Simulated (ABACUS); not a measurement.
Wanted: the native input for an ABACUS 3.10.1 run.

```
Task                                          : band structure
Functional                                    : M06-L
Potentials or basis                           : SG15 ONCV 1.2 PBE
Cutoff                                        : 1320 eV
Density cutoff                                : 5279 eV
Basis                                         : plane waves
Occupations                                   : fermi-dirac, width 0.05 eV
Spin                                          : no spin polarisation
Radial cutoff of the potentials (pseudo_rcut) : 10 bohr
Threshold of the eigensolver                  : 1e-07 Ry
Density                                       : read from an earlier self-consistent run
Path                                          : G-H-N-G-P-H, P-N
Points for each segment of the path           : 10
SCF threshold on the density                  : 1e-08
Max SCF steps                                 : 100
Eigensolver                                   : dav
Mixing                                        : broyden
Mixing share                                  : 0.7
Symmetry key                                  : -1
```

The system is Ti.

```
Ti
1.0
     2.84230    0.00000    0.00000
    -0.94743    2.67974    0.00000
    -0.94743   -1.33987    2.32072
Ti
1
Direct
  0.00000 0.00000 0.00000
```

This isn't the form of Ti at room conditions, which is hcp.

These files were run (other wordings do the same):

INPUT

```
INPUT_PARAMETERS
suffix              Ti
calculation         nscf
basis_type          pw
pseudo_dir          ./
symmetry            -1
dft_functional      MGGA_X_M06_L+MGGA_C_M06_L
ecutwfc             97.0
pseudo_rcut         10
nspin               1
nbands              16
ks_solver           dav
smearing_method     fd
smearing_sigma      0.00367493
scf_thr             1e-08
scf_nmax            100
mixing_type         broyden
mixing_beta         0.7
mixing_tau          1
init_chg            file
pw_diag_thr         1e-07
out_band            1
kpar                4
```

STRU

```
ATOMIC_SPECIES
Ti 47.8670 Ti_ONCV_PBE-1.2.upf

LATTICE_CONSTANT
1.8897261246

LATTICE_VECTORS
2.8422953800 0.0000000000 0.0000000000
-0.9474317931 2.6797417832 0.0000000000
-0.9474317931 -1.3398708911 2.3207244601

ATOMIC_POSITIONS
Direct

Ti
0.0
1
0.0000000000 0.0000000000 0.0000000000 1 1 1
```

KPT

```
K_POINTS
8
Line
0.00000000 0.00000000 0.00000000 10 // G
0.50000000 -0.50000000 0.50000000 10 // H
0.00000000 0.00000000 0.50000000 10 // N
0.00000000 0.00000000 0.00000000 10 // G
0.25000000 0.25000000 0.25000000 10 // P
0.50000000 -0.50000000 0.50000000 1 // H
0.25000000 0.25000000 0.25000000 10 // P
0.00000000 0.00000000 0.50000000 1 // N
```

Potentials or basis: SG15 ONCV 1.2 PBE, plane waves.

The run is started by

```console
$ OMP_NUM_THREADS=1 mpirun -np 4 abacus > log
```

Run time: 5.8 s on 4 MPI ranks on AMD EPYC 9R45 96-Core Processor (Zen 5), with other jobs on the host, peak memory 0.36 GiB a rank.
